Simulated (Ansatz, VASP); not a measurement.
**CdS (Hawleyite) in VASP and in Ansatz**

INCAR

```
SYSTEM = CdS
PREC     = Accurate       ! precision mode
ENCUT    = 520            ! plane-wave cutoff, eV
EDIFF    = 1E-6           ! SCF threshold, eV
ISMEAR   = 0              ! smearing method
SIGMA    = 0.01           ! smearing width, eV
LREAL    = .FALSE.        ! projectors in reciprocal space
LASPH    = .TRUE.         ! aspherical terms in the spheres
NELM     = 80             ! most SCF steps
ALGO     = Normal         ! electronic algorithm
ISIF     = 2              ! what is computed and relaxed
LWAVE    = .FALSE.        ! write WAVECAR
LCHARG   = .FALSE.        ! write CHGCAR
GGA      = PE             ! functional
NBANDS   = 16             ! bands
```

The input KPOINTS:

```
Automatic mesh
0
G
  6 6 6
  0 0 0
```

Contents of POSCAR:

```
CdS
1.0
    0.0000000000      2.9421973593      2.9421973593
    2.9421973593      0.0000000000      2.9421973593
    2.9421973593      2.9421973593      0.0000000000
Cd S
1 1
Direct
    0.0000000000      0.0000000000      0.0000000000
    0.2500000000      0.2500000000      0.2500000000
```

Input for Ansatz:

```yaml
crystal:
  lattice:
    - [0.0, 2.942197359327763, 2.942197359327763]
    - [2.942197359327763, 0.0, 2.942197359327763]
    - [2.942197359327763, 2.942197359327763, 0.0]
  atoms:
    - { symbol: Cd, position: [0.0, 0.0, 0.0] }
    - { symbol: S, position: [0.25, 0.25, 0.25] }
basis:
  ecutwfc: 450.0
kpoints:
  mp_grid:
    grid: [6, 6, 6]
hamiltonian:
  pseudopotentials:
    kind: paw
scf:
  occupations:
    method: fixed
output:
  stress: true
```

Alike in both runs: task single point; functional PBE; k mesh 6 × 6 × 6; no spin polarisation.

|  | VASP | Ansatz |
| --- | --- | --- |
| version | VASP 6.6.1 | Ansatz 0.2.0 |
| potentials or method | VASP PAW PBE potentials, release 64 (Cd, S) | plane waves, PAW |
| plane-wave cutoff (eV) | 520 | 450 |
| occupations | gaussian, width 0.01 eV | fixed |
| valence electrons in the cell | 18 | 26 |

```tsv
	VASP	Ansatz	Ansatz less VASP
pressure (GPa)	1.5	1.2	-0.32
```

The two sets of potentials don't hold the same shells in valence.

PBE gaps usually lie below the measured ones, often by a third to a half.
